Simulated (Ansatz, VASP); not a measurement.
**Al2O3: VASP beside Ansatz**

```
Al O
1.0
     2.86720    0.00000    0.00000
    -1.43360    2.48307    0.00000
     0.00000    0.00000    7.29626
Al O
2 3
Direct
  0.00000 0.00000 0.19074
  0.00000 0.00000 0.80926
  0.33333 0.66667 0.28409
  0.66667 0.33333 0.00000
  0.33333 0.66667 0.71591
```

Measurements of this composition are mostly on another form, of space group No. 167.

Alike in both runs: task relaxation of cell and atoms; functional PBE; dispersion D3(BJ); k mesh 9 × 9 × 4; occupations gaussian, width 0.02 eV; no spin polarisation.

```csv
,VASP,Ansatz
version,VASP 6.6.1,Ansatz 0.2.0
potentials or method,"VASP PAW PBE potentials, release 64 (Al, O)","scalar-relativistic, plane waves, PAW"
plane-wave cutoff (eV),600,520
valence electrons in the cell,24,24
```

VASP gave:

| Quantity | Value |
| --- | --- |
| gap on the k mesh at the Fermi level, each at its own relaxed structure (eV) | 4.53 |
| relaxed volume (Å³/atom) | 10.31 |
| relaxed cell length with the largest relative difference (Å) | 7.234 |

Problem. What did Ansatz give for the same quantities?

Solution. gap on the k mesh at the Fermi level, each at its own relaxed structure (eV): 4.58; relaxed volume (Å³/atom): 10.39; relaxed cell length with the largest relative difference (Å): 7.296.

Caveats: an odd mesh through Γ misses points on the zone boundary, where band edges often lie. Expect the measured gap to be larger: semilocal functionals such as PBE lack the derivative discontinuity.
